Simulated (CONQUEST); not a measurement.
## Pb under changes of volume

One of the cells (30.323 Å³/atom); the others are scaled copies at fixed shape and fractional positions:

```xyz
2
Lattice="3.5002 0.0000 0.0000 0.0000 3.5002 0.0000 0.0000 0.0000 4.9500" Properties=species:S:1:pos:R:3 pbc="T T T"
Pb    0.0000    0.0000    0.0000
Pb    1.7501    1.7501    2.4750
```

- Program: CONQUEST 1.3
- Functional: PBE
- Potentials or basis: PseudoDojo NC PBE, SZP, grid of 36 × 36 × 48 points
- k mesh: 8 × 8 × 6
- Occupations: fermi-dirac, width 0.05 eV
- Spin: no spin polarisation

```tsv
volume (Å³/atom)	energy over the lowest point (meV/atom)	pressure (GPa)
28.503	98.84	8.2
29.110	71.04	6.6
29.716	?	?
30.323	31.03	4.1
30.929	17.13	3.3
31.535	6.86	2.3
32.142	0.00	1.4
```

Q: What does the run at 29.716 Å³/atom give?

A: Energy over the lowest point 48.50 meV/atom; pressure 5.3 GPa.

Worked out: A Birch-Murnaghan fit of order 3 (a polynomial in V^(-2/3)) to the other rows has no minimum within the range. It gives 48.74 meV/atom at 29.716 Å³/atom, against the run's 48.50, and -dE/dV = 5.3 GPa, against 5.3.

Energies are extrapolated to zero smearing.

Caveats: the atomic basis is small; the basis of atomic orbitals isn't converged, which shifts pressures, moduli and gaps; the real-space grid breaks the cell's symmetry a little (some runs).
